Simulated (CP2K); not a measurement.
**SrO under changes of volume**

One of the cells (16.901 Å³/atom); the others are scaled copies at fixed shape and fractional positions:

```
CELL_PARAMETERS angstrom
3.62930 0.00000 0.00000
1.81465 3.14306 0.00000
1.81465 1.04769 2.96331
ATOMIC_POSITIONS crystal
Sr 0.50000 0.50000 0.50000
O 0.00000 0.00000 0.00000
```

- Program: CP2K 2026.2
- Functional: PBEsol
- Potentials or basis: POTENTIAL_UZH Sr GTH-PBE-q10, O GTH-PBE-q6; TZVP-MOLOPT-PBE-GTH basis
- Density cutoff: 8163 eV
- k mesh: 9 × 9 × 9
- Occupations: fermi-dirac, width 0.05 eV
- Spin: no spin polarisation

```tsv
volume (Å³/atom)	energy over the lowest point (meV/atom)	pressure (GPa)	gap on the mesh (eV)
15.887	28.24	8.1	3.37
16.225	13.91	5.5	3.40
16.563	4.68	3.3	3.42
16.901	0.00	1.2	3.45
17.577	?	?	?
17.915	9.20	-3.7	3.42
```

**Question.** What does the run at 17.577 Å³/atom give?

**Answer.** Energy over the lowest point 2.83 meV/atom; pressure -2.3 GPa; gap on the mesh 3.49 eV.

Worked out: A Birch-Murnaghan fit of order 3 (a polynomial in V^(-2/3)) to the other rows has its minimum at 17.12 Å³/atom with B0 = V·E''(V) = 93 GPa and B' = 4.2. It gives 2.65 meV/atom at 17.577 Å³/atom, against the run's 2.83, and -dE/dV = -2.3 GPa, against -2.3. A parabola through the other rows of the gap, of slope -0.601 eV per unit of ln V there, gives 3.44 eV, against the run's 3.49.

Energies are extrapolated to zero smearing.

Caveats: the potentials were made for another functional, which shifts forces and pressure; an odd mesh through Γ misses points on the zone boundary, where band edges often lie; the basis of atomic orbitals isn't converged, which shifts pressures, moduli and gaps. Spin-orbit coupling on Sr is left out.
